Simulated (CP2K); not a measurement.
# Zn under changes of volume

One of the cells (15.169 Å³/atom); the others are scaled copies at fixed shape and fractional positions:

```
Zn
1.0
     2.77861    0.00000    0.00000
     1.38931    2.40635    0.00000
     1.38931    0.80212    2.26873
Zn
1
Direct
  0.00000 0.00000 0.00000
```

This isn't the form of Zn at room conditions, which is hcp.

```yaml
Program: CP2K 2026.2
Functional: PBEsol
Potentials_or_basis: POTENTIAL_UZH Zn GTH-PBE-q12; TZVP-MOLOPT-PBE-GTH basis
Density_cutoff: 6123 eV
k_mesh: 12 × 12 × 12
Occupations: fermi-dirac, width 0.01 eV
Spin: no spin polarisation
```

```csv
volume (Å³/atom),energy over the lowest point (meV/atom),pressure (GPa)
14.259,0.00,-0.5
14.563,2.66,-2.3
14.866,8.53,-3.8
15.169,16.91,-5.0
15.473,27.30,-6.1
15.776,?,?
16.080,49.17,-7.9
```

Question: What does the run at 15.776 Å³/atom give?

Answer: Energy over the lowest point 39.84 meV/atom; pressure -7.1 GPa.

Worked out: A Birch-Murnaghan fit of order 3 (a polynomial in V^(-2/3)) to the other rows has its minimum at 14.24 Å³/atom, just outside them, with B0 = V·E''(V) = 121 GPa (rough, since the energies scatter). It gives 38.06 meV/atom at 15.776 Å³/atom, against the run's 39.84, and -dE/dV = -5.9 GPa, against -7.1.

Energies are extrapolated to zero smearing.

Caveats: the potentials were made for another functional, which shifts forces and pressure; the basis of atomic orbitals isn't converged, which shifts pressures, moduli and gaps.
